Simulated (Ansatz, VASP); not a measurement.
## Cu: VASP beside Ansatz

File INCAR:

```
ALGO = Normal ; EDIFF = 1E-6
EDIFFG = -0.01 ; ENCUT = 600
GGA = PE ; IBRION = 2
ISIF = 3 ; ISMEAR = 0
LASPH = T ; LCHARG = F
LREAL = F ; LWAVE = F
NELM = 100 ; NSW = 100
PREC = Accurate ; SIGMA = 0.1
```

KPOINTS

```
k-points
0
Gamma
  12 12 12
```

The input POSCAR:

```
Cu
1.0
    0.0000000000      3.4236070225      3.4236070225
    3.4236070225      0.0000000000      3.4236070225
    3.4236070225      3.4236070225      0.0000000000
Cu
4
Direct
    0.6250000000      0.6250000000      0.6250000000
    0.1250000000      0.6250000000      0.6250000000
    0.6250000000      0.1250000000      0.6250000000
    0.6250000000      0.6250000000      0.1250000000
```

Input for Ansatz:

```yaml
crystal:
  lattice:
    - [0.0, 3.4236070225, 3.4236070225]
    - [3.4236070225, 0.0, 3.4236070225]
    - [3.4236070225, 3.4236070225, 0.0]
  atoms:
    - { symbol: Cu, position: [0.625, 0.625, 0.625] }
    - { symbol: Cu, position: [0.125, 0.625, 0.625] }
    - { symbol: Cu, position: [0.625, 0.125, 0.625] }
    - { symbol: Cu, position: [0.625, 0.625, 0.125] }
basis:
  ecutwfc: 420
kpoints:
  mp_grid: { grid: [12, 12, 12] }
hamiltonian:
  xc: pbe
scf:
  occupations: { method: gaussian, width: 0.1 }
output:
  forces: true
  stress: true
  eigenvalues: true
relax:
  adjacent_minimum: "off"
  f_tol: 0.01
  max_steps: 80
  cell: { stress_tol: 0.05 }
```

Alike in both runs: task relaxation of cell and atoms; functional PBE; k mesh 12 × 12 × 12; occupations gaussian, width 0.1 eV; no spin polarisation.

|  | VASP | Ansatz |
| --- | --- | --- |
| version | VASP 6.6.1 | Ansatz 0.2.0 |
| potentials or method | VASP PAW PBE potentials, release 64 (Cu) | scalar-relativistic, plane waves, PAW |
| plane-wave cutoff (eV) | 600 | 420 |
| valence electrons in the cell | 44 | 76 |

|  | VASP | Ansatz | Ansatz less VASP |
| --- | --- | --- | --- |
| gap on the k mesh at the Fermi level, each at its own relaxed structure (eV) | none | none | - |
| relaxed volume (Å³/atom) | 20.16 | 20.06 | -0.096 |
| relaxed cell length with the largest relative difference (Å) | 4.849 | 4.842 | -0.0077 |

A gap of «none» marks a metal or a gap that the smearing closes. The two sets of potentials don't hold the same shells in valence.
